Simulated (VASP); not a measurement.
A run of VASP 6.6.1 is set up as follows.

The input INCAR:

```
PREC = Accurate
ENCUT = 520
EDIFF = 1E-7
ISMEAR = 0
SIGMA = 0.05
LREAL = F
LASPH = T
NELM = 150
ALGO = Normal
ISIF = 2
LWAVE = F
LCHARG = T
MAGMOM = 0 0 0
LORBIT = 11
LSORBIT = T
GGA_COMPAT = F
LORBMOM = T
GGA = PE
LVHAR = T
NBANDS = 13
```

File KPOINTS:

```
regular mesh
0
Gamma
  24 24 24
```

The input POSCAR:

```
Be
1.0
   -1.2506380210      1.2506380210      1.2506380210
    1.2506380210     -1.2506380210      1.2506380210
    1.2506380210      1.2506380210     -1.2506380210
Be
1
Direct
    0.0000000000      0.0000000000      0.0000000000
```

Potentials or basis: VASP PAW PBE potentials, release 64 (Be).

Run with:

```console
$ cat potpaw_PBE.64/Be/POTCAR > POTCAR
$ mpirun -np 1 vasp_ncl > vasp.out
```

(1) Predict the net moment.

(2) Predict the pressure.

Results:

(1) 0.00 μB per cell.

(2) 0.0 GPa.
